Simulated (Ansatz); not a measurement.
## BN: rigid cleavage

The calculation used DFT r2SCAN, scalar-relativistic, plane waves, PAW in Ansatz. Cutoff 500 eV, Γ-centred 10×10×2 k-points, Gaussian smearing of 0.05 eV. No spin polarisation. Energies are free energies at this smearing, counted from the undisturbed cell; pressure is positive in compression.

Reference structure (relaxed at this level; this wurtzite form isn't the usual structure):

```
CELL_PARAMETERS angstrom
-2.54397 0.00000 0.00000
-1.27198 -2.20314 0.00000
0.00000 0.00000 12.62323
ATOMIC_POSITIONS crystal
B 0.66667 0.66667 0.22912
B 0.66667 0.66667 0.56245
B 0.66667 0.66667 0.89578
B 0.33333 0.33333 0.06245
B 0.33333 0.33333 0.39578
B 0.33333 0.33333 0.72912
N 0.66667 0.66667 0.10425
N 0.66667 0.66667 0.43758
N 0.66667 0.66667 0.77092
N 0.33333 0.33333 0.93758
N 0.33333 0.33333 0.27092
N 0.33333 0.33333 0.60425
```

The cut lies on the cell's a–b face, a (0 0 1) plane (indices in the standard cell, whose axes needn't be the Cartesian ones shown) of area 5.60 Å², between layers 1.58 Å apart. Vector c is lengthened by d along the normal with the atoms' Cartesian places fixed: one unrelaxed cut a cell.

```
d (Å) energy (J/m²)
-0.30           4.76
-0.15           0.89
 0.00           0.00
 0.25           1.29
 0.50           3.67
 0.75           6.11
 1.00           8.29
 1.50          11.54
 2.00          13.46
 3.00          14.83
 4.50          15.06
 6.00          15.10
```

Q: Predict the traction dE/dd (GPa) at each point.

A:
```tsv
d (Å)	traction dE/dd (GPa)
-0.30	-412.8
-0.15	-135.2
0.00	0.0
0.25	84.4
0.50	100.1
0.75	93.4
1.00	79.9
1.50	51.0
2.00	27.6
3.00	4.7
4.50	0.4
6.00	0.2
```

Cost: 12 runs of about 2.6 core-minutes in all, on Intel Xeon 6975P-C (Granite Rapids) (shared hosts).